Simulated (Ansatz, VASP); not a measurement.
## KZnF3 in VASP and in Ansatz

The input INCAR:

```
SYSTEM = KZnF3
ALGO = Normal
EDIFF = 1E-7
ENCUT = 520
GGA = PS
ISIF = 2
ISMEAR = -1
LASPH = .TRUE.
LCHARG = .FALSE.
LREAL = .FALSE.
LWAVE = .FALSE.
NBANDS = 29
NELM = 60
PREC = Accurate
SIGMA = 0.05
```

Contents of KPOINTS:

```
k-points
0
G
  7 7 7
  0 0 0
```

The input POSCAR:

```
KZnF3
1.0
    4.0768219737      0.0000000000      0.0000000000
    0.0000000000      4.0768219737      0.0000000000
    0.0000000000      0.0000000000      4.0768219737
Zn K F
1 1 3
Direct
    0.5000000000      0.5000000000      0.5000000000
    0.0000000000      0.0000000000      0.0000000000
    0.5000000000      0.0000000000      0.5000000000
    0.0000000000      0.5000000000      0.5000000000
    0.5000000000      0.5000000000      0.0000000000
```

File input.yaml:

```yaml
crystal:
  lattice:
    - [4.0768219737, 0.0, 0.0]
    - [0.0, 4.0768219737, 0.0]
    - [0.0, 0.0, 4.0768219737]
  atoms:
    - { symbol: Zn, position: [0.5, 0.5, 0.5] }
    - { symbol: K, position: [0.0, 0.0, 0.0] }
    - { symbol: F, position: [0.5, 0.0, 0.5] }
    - { symbol: F, position: [0.0, 0.5, 0.5] }
    - { symbol: F, position: [0.5, 0.5, 0.0] }
hamiltonian:
  xc: pbesol
  pseudopotentials: { kind: paw }
kpoints:
  mp_grid: { grid: [7, 7, 7] }
scf:
  occupations: { method: fermi_dirac, width: 0.05 }
output:
  forces: true
  stress: true
  eigenvalues: true
  write_density: true
  write_potential: true
  elf: true
  volumetric_format: npy
```

Alike in both runs: task single point; functional PBEsol; k mesh 7 × 7 × 7; occupations fermi-dirac, width 0.05 eV; no spin polarisation.

|  | VASP | Ansatz |
| --- | --- | --- |
| version | VASP 6.6.1 | Ansatz 0.2.0 |
| potentials or method | VASP PAW PBE potentials, release 64 (Zn, K_sv, F) | Ansatz PAW |
| plane-wave cutoff (eV) | 520 | 420 |
| valence electrons in the cell | 42 | 42 |

Ansatz gave:

```
gap on the k mesh at the Fermi level (eV) : 3.77
least direct gap on the mesh (eV)         : 5.37
pressure (GPa)                            : -1.4
```

Question: Which values does VASP return?

Answer: gap on the k mesh at the Fermi level (eV): 3.70; least direct gap on the mesh (eV): 5.33; pressure (GPa): -1.1.

Caveats: the PAW data sets were made with another functional, which shifts forces and pressure a little (VASP); an odd mesh through Γ misses points on the zone boundary, where band edges often lie (VASP); odd divisions of the mesh miss points on the zone boundary, where band edges often lie, so the gap on the mesh can be too wide (Ansatz); the pressure holds a Pulay correction of +0.6 GPa for the finite cutoff (Ansatz); the PAW data sets come from PBE, with cores solved anew for the run's functional, which leaves a small shift of forces and pressure (Ansatz).
